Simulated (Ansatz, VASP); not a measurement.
# Ag: VASP beside Ansatz

```
Ag
1.0
     0.00000    2.06963    2.06963
     2.06963    0.00000    2.06963
     2.06963    2.06963    0.00000
Ag
1
Cartesian
  0.0000 0.0000 0.0000
```

Change from the starting cell: volume scaled by 1.04.

Alike in both runs: task single point; functional LDA; k mesh 11 × 11 × 11; occupations fermi-dirac, width 0.05 eV; no spin polarisation.

|  | VASP | Ansatz |
| --- | --- | --- |
| version | VASP 6.6.1 | Ansatz 0.2.0 |
| potentials or method | VASP PAW LDA potentials, release 64 (Ag), cutoff 520 eV | all-electron LAPW, scalar-relativistic |

```tsv
	VASP	Ansatz	Ansatz less VASP
gap on the k mesh at the Fermi level (eV)	none	none	-
pressure (GPa)	-10.7	-10.8	-0.17
```

A gap of «none» marks a metal or a gap that the smearing closes. Ansatz ran all-electron here, so the differences hold the error of VASP's frozen core and of both bases.
